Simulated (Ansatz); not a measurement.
# InAs (Fm-3m) in Ansatz: equation of state

How stiff is InAs in PBE, and what volume does it want? The cell is scaled to several volumes.

Everything below comes from runs of Ansatz 0.2.0. Logs are shortened: lines on timing, memory, paths and dates and some standing lists are left out, and cuts for length are marked.

### Step 1. The crystal as given

It takes space group Fm-3m (No. 225, cubic). The conventional cell has a = 5.755 Å, b = 5.755 Å, c = 5.755 Å, α = 90.00°, β = 90.00°, γ = 90.00°. In (site symmetry m-3m) is surrounded by 6 As at 2.88 Å. Around As (site symmetry m-3m) lie 6 In at 2.88 Å.

Measurements of this composition are mostly on another form, of space group No. 216.

### Step 2. Single point, PBE, 22.39 Å³/atom (volume scaled by 0.94)

File input.yaml:

```yaml
crystal:
  lattice:
    - [0.0, 2.818567029, 2.818567029]
    - [2.818567029, 0.0, 2.818567029]
    - [2.818567029, 2.818567029, 0.0]
  atoms:
    - { symbol: In, position: [0.5, 0.5, 0.5] }
    - { symbol: As, position: [0.0, 0.0, 0.0] }
hamiltonian:
  xc: pbe
  pseudopotentials: { kind: paw }
kpoints:
  mp_grid: { grid: [8, 8, 8] }
scf:
  occupations: { method: fermi_dirac, width: 0.05 }
output:
  forces: true
  stress: true
  eigenvalues: true
  write_density: true
  write_potential: true
  elf: true
  volumetric_format: npy
```

Potentials or basis: Ansatz PAW.

Launch:

```
$ ansatz run input.yaml --threads 2 --pin off --max-ram 5120MiB --backend cpu --events-out ev --progress --plain --runs-dir out
```

Output:

```text
Warning: RAYON_NUM_THREADS=2 ignored (pool sized by the plan → 2); use --threads N
Engine: ansatz 0.2.0, x86_64-unknown-linux-gnu
Pseudopotentials: kind: paw
Pseudopotential: In, paw, valence charge 13, recommended cutoff 420 eV (normal), In.paw.azcp
Pseudopotential: As, paw, valence charge 15, recommended cutoff 420 eV (normal), As.paw.azcp
Functional definition: PBE
  parameter kappa = 0.804
  parameter beta = 0.06672455060314922
  exchange = pbe_x(kappa = kappa, mu = beta*pi^2/3)
  correlation = pbe_c(beta = beta)
Crystal: 2 atoms, lattice volume = 44.783 Å³
Basis set: ecut = 420 eV, 893 PW (Γ), exchange–correlation on 54×54×54 points (8 copies of the dense FFT grid, shifted against one another)
Bands: 18, of which v1, the nominal top of the filled ones, is band 14 counted from 1 (13 counted from 0)
Symmetry: 48 space group operations
Space group: Fm-3m (ITA 225), of the structure as read, at distance tolerance 3.6e-5 Å
k-points: 29 of 512
Non-local potential: In, projectors of the file, l = 0: 2, l = 1: 2, l = 2: 2, l = 3: 2
Non-local potential: As, projectors of the file, l = 0: 2, l = 1: 2, l = 2: 3, l = 3: 1
PAW form: soft (Blöchl's): semilocal exchange-correlation on the pseudo side does not see the compensation charge
PAW one-centre angular grid: In, 590 points (default); XC on 64 Gauss nodes
PAW one-centre angular grid: As, 590 points (default); XC on 64 Gauss nodes
Initial density: superposition of atomic densities (neutral atoms: chi_scale 0, normalization atom), corrected by the library's trained network
Initial wavefunctions: pseudopotential atomic-orbital guess
Functional: x = pbe(κ = 0.804, μ = 0.2195149727645171), c = pbe(β = 0.06672455060314922)
SCF iter   1: F=—  HF=-10454.036388 eV  |F-HF|=—  |Δ(HF+E_count)|=         —  Δρ=2.96e-3  dr2=8.26e-3  ethr=1.77e-3  ⟨swp⟩=5.8  Hψ=2555  notcnv=0
preconditioner: auto → Kerker (q_TF=auto, 2.523 Å⁻¹)  [metal: Δε(μ)=0.115 eV  Ē_g=14.967 eV  σ=0.050 eV  W_gap=0.50  n_scr=14 (ndim 8)  ℏωp=23.5 eV  f_vac=0.000  D(μ)=1.28/eV (n_scr^D=14)]
SCF iter   2: F=—  HF=-10454.033763 eV  |F-HF|=—  |Δ(HF+E_count)|=   2.62e-3  Δρ=1.77e-3  dr2=2.54e-3  ethr=2.95e-5  ⟨swp⟩=1.1  Hψ=756  notcnv=0
SCF iter   3: F=—  HF=-10454.033181 eV  |F-HF|=—  |Δ(HF+E_count)|=   5.83e-4  Δρ=5.41e-4  dr2=1.70e-4  ethr=9.06e-6  ⟨swp⟩=2.0  Hψ=600  notcnv=0
SCF iter   4: F=—  HF=-10454.033166 eV  |F-HF|=—  |Δ(HF+E_count)|=   1.48e-5  Δρ=2.69e-4  dr2=2.15e-5  ethr=6.08e-7  ⟨swp⟩=2.8  Hψ=949  notcnv=0
SCF iter   5: F=—  HF=-10454.033178 eV  |F-HF|=—  |Δ(HF+E_count)|=   1.26e-5  Δρ=1.03e-4  dr2=5.38e-6  ethr=7.67e-8  ⟨swp⟩=2.0  Hψ=917  notcnv=0
SCF iter   6: F=—  HF=-10454.033176 eV  |F-HF|=—  |Δ(HF+E_count)|=   1.97e-6  Δρ=5.75e-5  dr2=1.43e-6  ethr=1.92e-8  ⟨swp⟩=2.0  Hψ=931  notcnv=0
SCF iter   7: F=—  HF=-10454.033177 eV  |F-HF|=—  |Δ(HF+E_count)|=   3.08e-7  Δρ=2.31e-5  dr2=1.51e-7  ethr=5.12e-9  ⟨swp⟩=2.0  Hψ=784  notcnv=0
SCF iter   8: F=-10454.033177 eV  HF=-10454.033177 eV  |F-HF|=5.97e-10  |Δ(HF+E_count)|=   4.53e-8  Δρ=2.77e-6  dr2=1.95e-9  ethr=3.57e-10  ⟨swp⟩=8.1  Hψ=3098  notcnv=0
SCF 1 converged in 8 iterations: F = -10454.033177 eV  dr2 = 1.95e-9
SCF converged after 8 iterations
Free energy (F): -10454.033177 eV
Harris-Foulkes:  -10454.033177 eV  (|F-HF|=5.97e-10)
Internal energy: -10454.021482 eV  (E = F + TS)
E sigma→0 (E₀):  -10454.027329 eV
Entropy (-TS):   -0.011695 eV (-5.847 meV/atom)
Fermi energy:    10.778189 eV
--- Per-component energies (eV) ---
  E_band       = -233.434518
  E_kinetic    = 346.703675
  E_local      = -2698.068930  (includes V_loc(G=0)·N_el)
  E_nonlocal   = -303.557952
  E_hartree    = 1335.724719
  E_xc         = -295.160453
  E_vxc        = -179.435895  (∫ρ·V_xc dr)
  E_paw        = -5989.648548  (= ΣΔE_a)
  E_vpaw       = -70.523728  (= ΣTr[D̂ρ^β])
  E_aug_tail   = 0.000032  (compensation charges beyond the density's cutoff)
  E_ewald      = -2850.014025
  E_smearing   = -0.011695  (= −TS)
  E_closure    = -0.000000  (closes the sum)
  Σ components = -10454.033177   (vs F -10454.033177, Δ=0.00e0)
--- Forces (eV/Å), atoms counted from 1 ---
  atom   1  In     0.00000000     0.00000000     0.00000000
  atom   2  As    -0.00000000    -0.00000000    -0.00000000
  max |Σ_I F_I| component: 7.10e-29 eV/Å
--- Stress (GPa, compression-positive) ---
        4.302849      -0.000000       0.000000
       -0.000000       4.302849       0.000000
       -0.000000      -0.000000       4.302849
  P = ⅓ Tr σ = 4.3028 GPa (43.028 kbar)
--- Band table (eV; the first three rows and the last of 29) ---
  k-point 0: bands = ["-24.4124", "-24.4124", "-24.4048", "-24.4048", "-24.4048", "-3.6264", "-3.6264", "-3.6043", "-3.6043", "-3.6043", "-1.7744", "10.5211", "10.5211", "10.5211", "10.5369", "18.0154", "18.0154", "18.0154"]
  k-point 1: bands = ["-24.4123", "-24.4123", "-24.4047", "-24.4047", "-24.4047", "-3.6346", "-3.6346", "-3.6050", "-3.5958", "-3.5958", "-1.5921", "8.4508", "10.5525", "10.5525", "12.2928", "16.8562", "17.2205", "17.2205"]
  k-point 2: bands = ["-24.4121", "-24.4121", "-24.4045", "-24.4043", "-24.4043", "-3.6577", "-3.6577", "-3.6083", "-3.5720", "-3.5720", "-1.0714", "6.4039", "10.6633", "10.6633", "13.1351", "15.6706", "15.6706", "16.0603"]
  k-point 28: bands = ["-24.4126", "-24.4115", "-24.4041", "-24.4041", "-24.4029", "-3.8736", "-3.6391", "-3.5842", "-3.5842", "-3.5079", "1.1326", "5.8427", "6.7625", "6.7625", "13.1709", "15.0161", "17.6876", "17.6876"]
```

Run time: 1 s. Hardware: 2 threads of Intel Xeon 6975P-C (Granite Rapids), shared host; peak memory 0.38 GiB.

Results:

```yaml
Free_energy: -10454.0332 eV
Pressure: 4.3 GPa
Band_gap_on_the_k_mesh: none (metal or under the smearing width)
```

### Step 3. Single point, PBE, 22.87 Å³/atom (volume scaled by 0.96)

File input.yaml:

```yaml
crystal:
  lattice:
    - [0.0, 2.8384167465, 2.8384167465]
    - [2.8384167465, 0.0, 2.8384167465]
    - [2.8384167465, 2.8384167465, 0.0]
  atoms:
    - { symbol: In, position: [0.5, 0.5, 0.5] }
    - { symbol: As, position: [0.0, 0.0, 0.0] }
hamiltonian:
  xc: pbe
  pseudopotentials: { kind: paw }
kpoints:
  mp_grid: { grid: [8, 8, 8] }
scf:
  occupations: { method: fermi_dirac, width: 0.05 }
output:
  forces: true
  stress: true
  eigenvalues: true
```

Potentials or basis: Ansatz PAW.

Launch:

```
$ ansatz run input.yaml --threads 2 --pin off --max-ram 5120MiB --backend cpu --events-out ev --progress --plain --runs-dir out
```

Wall time 0.78 s (2 threads of Intel Xeon 6975P-C (Granite Rapids), shared host); peak memory 0.37 GiB.

Results (log left out):

```
Free energy            : -10454.0538 eV
Pressure               : 2.7 GPa
Band gap on the k mesh : none (metal or under the smearing width)
```

### Step 4. Single point, PBE, 23.34 Å³/atom (volume scaled by 0.98)

input.yaml: that of step 3 with these lines changed.

```diff
@@ -2,5 +2,5 @@
   lattice:
-    - [0.0, 2.8384167465, 2.8384167465]
-    - [2.8384167465, 0.0, 2.8384167465]
-    - [2.8384167465, 2.8384167465, 0.0]
+    - [0.0, 2.857992653, 2.857992653]
+    - [2.857992653, 0.0, 2.857992653]
+    - [2.857992653, 2.857992653, 0.0]
   atoms:
@@ -19 +19,5 @@
   eigenvalues: true
+  write_density: true
+  write_potential: true
+  elf: true
+  volumetric_format: npy
```

Launch:

```
$ ansatz run input.yaml --threads 2 --pin off --max-ram 5120MiB --backend cpu --events-out ev --progress --plain --runs-dir out
```

Wall time 1.1 s (2 threads of Intel Xeon 6975P-C (Granite Rapids), shared host); peak memory 0.37 GiB.

Results (log left out):

```yaml
Free_energy: -10454.0653 eV
Pressure: 1.2 GPa
Band_gap_on_the_k_mesh: none (metal or under the smearing width)
```

### Step 5. Single point, PBE, 23.82 Å³/atom

File input.yaml:

```yaml
crystal:
  lattice:
    - [0.0, 2.877304, 2.877304]
    - [2.877304, 0.0, 2.877304]
    - [2.877304, 2.877304, 0.0]
  atoms:
    - { symbol: In, position: [0.5, 0.5, 0.5] }
    - { symbol: As, position: [0.0, 0.0, 0.0] }
hamiltonian:
  xc: pbe
  pseudopotentials: { kind: paw }
kpoints:
  mp_grid: { grid: [8, 8, 8] }
scf:
  occupations: { method: fermi_dirac, width: 0.05 }
output:
  forces: true
  stress: true
  eigenvalues: true
```

Launch:

```
$ ansatz run input.yaml --threads 2 --pin off --max-ram 5120MiB --backend cpu --events-out ev --progress --plain --runs-dir out
```

It took 0.96 s on 2 threads of Intel Xeon 6975P-C (Granite Rapids), shared host; peak memory 0.38 GiB.

Results (log left out):

| Quantity | Value |
| --- | --- |
| Free energy | -10454.0687 eV |
| Pressure | -0.1 GPa |
| Band gap on the k mesh | none (metal or under the smearing width) |

### Step 6. Single point, PBE, 24.30 Å³/atom (volume scaled by 1.02)

input.yaml: that of step 5 with these lines changed.

```diff
@@ -2,5 +2,5 @@
   lattice:
-    - [0.0, 2.877304, 2.877304]
-    - [2.877304, 0.0, 2.877304]
-    - [2.877304, 2.877304, 0.0]
+    - [0.0, 2.8963595487, 2.8963595487]
+    - [2.8963595487, 0.0, 2.8963595487]
+    - [2.8963595487, 2.8963595487, 0.0]
   atoms:
```

Potentials or basis: Ansatz PAW.

Launch:

```
$ ansatz run input.yaml --threads 2 --pin off --max-ram 5120MiB --backend cpu --events-out ev --progress --plain --runs-dir out
```

It took 0.92 s on 2 threads of Intel Xeon 6975P-C (Granite Rapids), shared host; peak memory 0.38 GiB.

The run converged. Its results:

```yaml
Free_energy: -10454.0649 eV
Pressure: -1.2 GPa
Band_gap_on_the_k_mesh: none (metal or under the smearing width)
```

### Step 7. Single point, PBE, 24.77 Å³/atom (volume scaled by 1.04)

input.yaml: that of step 6 with these lines changed.

```diff
@@ -2,5 +2,5 @@
   lattice:
-    - [0.0, 2.8963595487, 2.8963595487]
-    - [2.8963595487, 0.0, 2.8963595487]
-    - [2.8963595487, 2.8963595487, 0.0]
+    - [0.0, 2.9151676052, 2.9151676052]
+    - [2.9151676052, 0.0, 2.9151676052]
+    - [2.9151676052, 2.9151676052, 0.0]
   atoms:
```

Launch:

```
$ ansatz run input.yaml --threads 2 --pin off --max-ram 5120MiB --backend cpu --events-out ev --progress --plain --runs-dir out
```

Wall time 0.9 s (2 threads of Intel Xeon 6975P-C (Granite Rapids), shared host); peak memory 0.38 GiB.

The run converged. Its results:

| Item | Value |
| --- | --- |
| Free energy | -10454.0547 eV |
| Pressure | -2.2 GPa |
| Band gap on the k mesh | none (metal or under the smearing width) |

### Step 8. Single point, PBE, 25.25 Å³/atom (volume scaled by 1.06)

input.yaml: that of step 7 with these lines changed.

```diff
@@ -2,5 +2,5 @@
   lattice:
-    - [0.0, 2.9151676052, 2.9151676052]
-    - [2.9151676052, 0.0, 2.9151676052]
-    - [2.9151676052, 2.9151676052, 0.0]
+    - [0.0, 2.9337360524, 2.9337360524]
+    - [2.9337360524, 0.0, 2.9337360524]
+    - [2.9337360524, 2.9337360524, 0.0]
   atoms:
```

Launch:

```
$ ansatz run input.yaml --threads 2 --pin off --max-ram 5120MiB --backend cpu --events-out ev --progress --plain --runs-dir out
```

Run time: 0.96 s. Hardware: 2 threads of Intel Xeon 6975P-C (Granite Rapids), shared host; peak memory 0.39 GiB.

It converged, with:

* Free energy: -10454.0388 eV
* Pressure: -3.1 GPa
* Band gap on the k mesh: none (metal or under the smearing width)

### Step 9. Equation of state, PBE

Potentials or basis: Ansatz PAW.

No new run: the results of the series are fitted here.

What came out:

```yaml
Equilibrium_volume: 23.80 Å³/atom
Bulk_modulus: 61 GPa
Pressure_derivative_of_the_bulk_modulus: 4.9
```

Energy against volume, from the lowest point:
```tsv
volume (Å³/atom)	energy (meV/atom)
22.392	17.78
22.868	7.46
23.344	1.70
23.821	0.00
24.297	1.91
24.774	7.03
25.250	14.99
```
